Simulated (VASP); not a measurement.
Wanted: the native input for a VASP 6.6.1 run.

| Quantity | Value |
| --- | --- |
| Task | relaxation of cell and atoms |
| Functional | PBEsol |
| Potentials or basis | VASP PAW PBE potentials, release 64 (Zn, S) |
| Cutoff | 600 eV |
| k mesh | 10 × 10 × 10 |
| Occupations | gaussian, width 0.03 eV |
| Spin | no spin polarisation |
| Further INCAR settings | ALGO = Normal; EDIFF = 1e-07; IBRION = 2; EDIFFG = -0.005; NSW = 90; ISIF = 3 |

The structure of ZnS lies in POSCAR:

```
ZnS                                     
1.0
    0.0000000000      2.6803314388      2.6803314388
    2.6803314388     -0.0000000000      2.6803314388
    2.6803314388      2.6803314388     -0.0000000000
  Zn              S             
     1     1
Direct
     0.2500000000000000    0.2500000000000000    0.2500000000000000
     0.0000000000000000    0.0000000000000000    0.0000000000000000
```

These files were run (other wordings do the same):

INCAR

```
SYSTEM = ZnS
PREC = Accurate
ENCUT = 600
EDIFF = 1E-7
ISMEAR = 0
SIGMA = 0.03
LREAL = .False.
LASPH = .True.
NELM = 80
ALGO = Normal
ISIF = 3
LWAVE = .False.
LCHARG = .False.
GGA = PS
IBRION = 2
NSW = 90
EDIFFG = -0.005
KPAR = 4
```

KPOINTS

```
Automatic mesh
0
Gamma
  10 10 10
  0 0 0
```

Potentials or basis: VASP PAW PBE potentials, release 64 (Zn, S).

Launch:

```sh
$ cat potpaw_PBE.64/Zn/POTCAR potpaw_PBE.64/S/POTCAR > POTCAR
$ mpirun -np 4 vasp_std > vasp.out
```

It gave:

```yaml
Pressure_after_relaxing: 0.0 GPa
Band_gap_on_the_k_mesh: 2.08 eV, direct
```

Caveat: the relaxation stopped at its first step, so nothing moved; the PAW data sets were made with another functional, which shifts forces and pressure a little.

Wall time 6.8 s on 4 MPI ranks on AMD EPYC 9R45 96-Core Processor (Zen 5), with other jobs on the host, peak memory 0.16 GiB a rank.
